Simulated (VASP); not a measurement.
H7C2NO2, 36 atoms in the cell. The cell holds a amorphous, 36 atoms: a = 7.349 Å, b = 7.349 Å, c = 7.349 Å, α = 90.00°, β = 90.00°, γ = 90.00°. The cell was built by a generator and needn't be a form met in nature.

| Quantity | Value |
| --- | --- |
| Program | VASP 6.6.1 |
| Task | single point |
| Functional | PBE |
| Dispersion | D3(BJ) |
| Potentials or basis | VASP PAW PBE potentials, release 64 (C, N, H, O) |
| Cutoff | 520 eV |
| k mesh | 1 × 1 × 1 |
| Occupations | fermi-dirac, width 0.05 eV |
| Spin | no spin polarisation |
| Dipole correction | no |
| Further INCAR settings | LREAL = Auto; ALGO = Normal; EDIFF = 1e-07; NBANDS = 72 |

Potentials or basis: VASP PAW PBE potentials, release 64 (C, N, H, O).

Command:

```sh
$ cat potpaw_PBE.64/C/POTCAR potpaw_PBE.64/N/POTCAR potpaw_PBE.64/H/POTCAR potpaw_PBE.64/O/POTCAR > POTCAR
$ mpirun -np 1 vasp_gam > vasp.out
```

Hardware: 1 thread of Intel(R) Xeon(R) 6975P-C (Granite Rapids) (shared host).

Q: How long does it take, and how much memory?

A: It took 36 s on 1 thread of Intel(R) Xeon(R) 6975P-C (Granite Rapids) (shared host), peak memory 0.39 GiB. Counts: scf iterations 18, k points 1.
